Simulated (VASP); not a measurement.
# Mg₆I₁₁: saddle point by the improved dimer method

Mg₆I₁₁, defect, 17 atoms in the cell. PBE, improved dimer method; PAW potentials I, Mg (PBE set).

Path: a I atom hops into a neighbouring I vacancy; Length of the hop (Å): 4.14; Charge of the cell: 1; Atoms free in the vibrations (from 0): 0, 5, 11, 12, 15.

## Input

INCAR.step1:
```
  ALGO = Normal
  EDIFF = 1E-7
  EDIFFG = -0.005
  ENCUT = 200
  IBRION = 2
  ISIF = 2
  ISMEAR = 0
  ISYM = 0
  KPAR = 4
  LASPH = True
  LCHARG = False
  LREAL = False
  LWAVE = False
  NELECT = 88.0
  NELM = 100
  NSW = 100
  POTIM = 0.5
  PREC = Accurate
  SIGMA = 0.05
```

INCAR.step2, as INCAR.step1 but for:
```
- EDIFF = 1E-7
- EDIFFG = -0.005
+ EDIFF = 1E-6
+ EDIFFG = -0.02
```

INCAR.step3, as INCAR.step2 but for:
```
- IBRION = 2
- ISIF = 2
- NSW = 100
- POTIM = 0.5
+ IBRION = 44
+ NSW = 300
```

INCAR.step4, as INCAR.step3 but for:
```
- EDIFF = 1E-6
- EDIFFG = -0.02
- IBRION = 44
- NSW = 300
+ EDIFF = 1E-7
+ IBRION = 5
+ NFREE = 2
+ NSW = 1
+ POTIM = 0.015
```

KPOINTS:
```
k-points
0
Gamma
  2 2 2
```

POSCAR.step1:
```
Mg6I11
1.0
    8.2800000000      0.0000000000      0.0000000000
   -6.2100000000     10.7560355151      0.0000000000
    0.0000000000      0.0000000000      6.8800000000
I Mg
11 6
Direct
    0.3333333334      0.4444444444      0.7500000000
    0.3333333334      0.7777777778      0.7500000000
    0.8333333333      0.1111111111      0.7500000000
    0.8333333333      0.4444444444      0.7500000000
    0.8333333333      0.7777777778      0.7500000000
    0.1666666666      0.2222222222      0.2500000000
    0.1666666666      0.5555555556      0.2500000000
    0.1666666667      0.8888888889      0.2500000000
    0.6666666667      0.2222222222      0.2500000000
    0.6666666666      0.5555555556      0.2500000000
    0.6666666667      0.8888888889      0.2500000000
    0.0000000000      0.0000000000      0.0000000000
    0.0000000000      0.3333333333      0.0000000000
    0.0000000000      0.6666666667      0.0000000000
    0.5000000000      0.0000000000      0.0000000000
    0.5000000000      0.3333333333      0.0000000000
    0.5000000000      0.6666666667      0.0000000000
```

POSCAR.step2:
```
Mg6I11
1.0
    8.2800000000      0.0000000000      0.0000000000
   -6.2100000000     10.7560355151      0.0000000000
    0.0000000000      0.0000000000      6.8800000000
I Mg
11 6
Direct
    0.3333333333      0.1111111111      0.7500000000
    0.3333333334      0.7777777778      0.7500000000
    0.8333333333      0.1111111111      0.7500000000
    0.8333333333      0.4444444444      0.7500000000
    0.8333333333      0.7777777778      0.7500000000
    0.1666666666      0.2222222222      0.2500000000
    0.1666666666      0.5555555556      0.2500000000
    0.1666666667      0.8888888889      0.2500000000
    0.6666666667      0.2222222222      0.2500000000
    0.6666666666      0.5555555556      0.2500000000
    0.6666666667      0.8888888889      0.2500000000
    0.0000000000      0.0000000000      0.0000000000
    0.0000000000      0.3333333333      0.0000000000
    0.0000000000      0.6666666667      0.0000000000
    0.5000000000      0.0000000000      0.0000000000
    0.5000000000      0.3333333333      0.0000000000
    0.5000000000      0.6666666667      0.0000000000
```

POSCAR.step3:
```
Mg6I11                                  
1.0
    8.2800000000      0.0000000000      0.0000000000
   -6.2100000000     10.7560355151      0.0000000000
    0.0000000000      0.0000000000      6.8800000000
I Mg
11 6
Direct
    0.3281481600      0.2799631152      0.7263836653
    0.3333912982      0.7876708487      0.7528852333
    0.8230871426      0.1188232002      0.7544141672
    0.8411247397      0.4527890450      0.7519771942
    0.8315071687      0.7882618740      0.7523173722
    0.1712167323      0.2353592734      0.2288980569
    0.1699996432      0.5619247926      0.2309373138
    0.1739374541      0.9029448699      0.2324862490
    0.6583294721      0.2256463634      0.2519182347
    0.6668994244      0.5700812270      0.2430441632
    0.6643792874      0.8993352408      0.2659495995
    0.9825302320      1.0023385277      0.0129816849
   -0.0237121313      0.3392925372      1.0026743770
   -0.0026869022      0.6776122302      0.9965924048
    0.5034436948      0.9999727038      0.0074637542
    0.5326006639      0.3567168371      0.0383353112
    0.5101447526      0.6901191693      1.0065811585

    0.4666707678     -0.8153752444      0.0075828907
   -0.0171728275      0.0338873945     -0.0070194740
   -0.0282972065      0.0759445286      0.0050793211
   -0.0191913515      0.0496941398      0.0085894337
   -0.0430245248      0.0292226216     -0.0135020208
   -0.0433645684      0.0838311766      0.0055866902
   -0.0132180855      0.0508775672     -0.0240779717
   -0.0334605935      0.0226926585      0.0173285524
   -0.0183710586      0.0353959539      0.0806701964
   -0.0489409750      0.0095191834     -0.0529116278
   -0.0214634202      0.1119901626     -0.0271455436
    0.0288247523      0.0849700220     -0.0454077461
   -0.0833693372      0.0138577952      0.0526128646
   -0.0353323860      0.0569883046     -0.0077253617
   -0.0863743002      0.0778707753     -0.0381755554
    0.0216907642     -0.0526468378      0.0010398747
   -0.0256056494      0.1312797982      0.0374754774
```

POSCAR.step4:
```
Mg6I11
1.0
    8.2800000000      0.0000000000      0.0000000000
   -6.2100000000     10.7560355151      0.0000000000
    0.0000000000      0.0000000000      6.8800000000
I Mg
11 6
Selective dynamics
Direct
    0.3095015245      0.2834916029      0.7227582373  T T T
    0.3394912770      0.7843647585      0.7569730372  F F F
    0.7820450978      0.1123725496      0.7524805677  F F F
    0.8581720715      0.4566735107      0.7570389281  F F F
    0.8390345792      0.7931849263      0.7544567781  F F F
    0.1453825319      0.2236852720      0.2394007664  T T T
    0.1816851769      0.5588680590      0.2270267468  F F F
    0.1656036925      0.9083236532      0.2191888813  F F F
    0.6575731826      0.2253644830      0.2546367718  F F F
    0.6743188683      0.5719977628      0.2413436592  F F F
    0.6772227377      0.9009807894      0.2702045063  F F F
    0.9830271365      0.0202090064      0.9828903870  T T T
    0.9873915219      0.3296360266      0.9979646216  T T T
    0.0094795094      0.6754518701      0.9957694416  F F F
    0.5044216964      0.9948137456      0.0315783849  F F F
    0.5274599023      0.3510420729      0.0344688518  T T T
    0.5225303261      0.6983917667      0.0176593728  F F F
```

POSCAR.step5:
```
Mg6I11
1.0
    8.2800000000      0.0000000000      0.0000000000
   -6.2100000000     10.7560355151      0.0000000000
    0.0000000000      0.0000000000      6.8800000000
I Mg
11 6
Selective dynamics
Direct
    0.3369454085      0.4416961809      0.7502534502  T T T
    0.3348507982      0.7818058304      0.7556521017  F F F
    0.8305093453      0.1068964874      0.7550579839  F F F
    0.8259979395      0.4415964694      0.7500031894  F F F
    0.8388602307      0.7833849449      0.7595439541  F F F
    0.1718867280      0.2191838287      0.2228494571  T T T
    0.1637611955      0.5525057537      0.2376126625  F F F
    0.1743977727      0.8978038574      0.2286337021  F F F
    0.6564010322      0.2184721882      0.2224387116  F F F
    0.6775222722      0.5676203565      0.2549551986  F F F
    0.6563806932      0.8786262612      0.2711157711  F F F
    0.9635331106      0.9871856686      0.0230932414  T T T
    0.0005117535      0.3347890733      0.9894108115  T T T
    0.0016641442      0.6664062581      0.9969847018  F F F
    0.5163599332      0.9873102747      0.0186937671  F F F
    0.5209815622      0.3600618909      0.0173307814  T T T
    0.4961027468      0.6635435646      0.9963705148  F F F
```

Commands (each step's output is kept before the next begins):
```
cat potpaw_PBE.64/I/POTCAR potpaw_PBE.64/Mg/POTCAR > POTCAR
cp INCAR.step1 INCAR
cp POSCAR.step1 POSCAR
mpirun -np 4 vasp_std > vasp.out
cp INCAR.step2 INCAR
cp POSCAR.step2 POSCAR
mpirun -np 4 vasp_std > vasp.out
# the block under the positions in POSCAR is the starting axis: the straight line between the two relaxed ends
cp INCAR.step3 INCAR
cp POSCAR.step3 POSCAR
mpirun -np 4 vasp_std > vasp.out
# POSCAR: the saddle point
cp INCAR.step4 INCAR
cp POSCAR.step4 POSCAR
mpirun -np 4 vasp_std > vasp.out
# POSCAR: the relaxed minimum
cp POSCAR.step5 POSCAR
mpirun -np 4 vasp_std > vasp.out
```

## Result

- Barrier (eV): 0.900
- Barrier with zero-point energies (eV): 0.890
- Imaginary frequency (cm⁻¹): 50
- Imaginary modes at the saddle: 1
- Attempt frequency (THz): 5.8
- Force evaluations of the dimer: 80
- Largest force left (eV/Å): 0.0180
- Ionic steps, all stages: 175
- Electronic steps, all stages: 1237

Vibrations (cm⁻¹; a negative value is imaginary):

| Mode | Minimum | Saddle |
|---|---|---|
| 1 | 255 | 320 |
| 2 | 239 | 268 |
| 3 | 224 | 234 |
| 4 | 220 | 227 |
| 5 | 212 | 210 |
| 6 | 210 | 174 |
| 7 | 188 | 138 |
| 8 | 178 | 122 |
| 9 | 173 | 116 |
| 10 | 92 | 106 |
| 11 | 79 | 80 |
| 12 | 78 | 73 |
| 13 | 70 | 68 |
| 14 | 67 | 42 |
| 15 | 55 | -50 |

Harmonic rate, classical:

| Temperature (K) | Jumps per second |
|---|---|
| 300 | 0.0044 |
| 600 | 1.6e+05 |
| 900 | 5.3e+07 |

The cell is I2Mg (18 atoms) with one I atom missing.

Limits: the cell holds 17 atoms, so the vacancy or interstitial meets its own images and the barrier isn't that of a lone defect; the cell is charged against a uniform background; the barrier compares two equally charged cells; the attempt frequency counts the hopping atom and the four atoms nearest to it, while all others are held.

VASP 6.6.1 took 1465 s on 4 cores (AMD EPYC 9R45 (Zen 5)), a shared host.
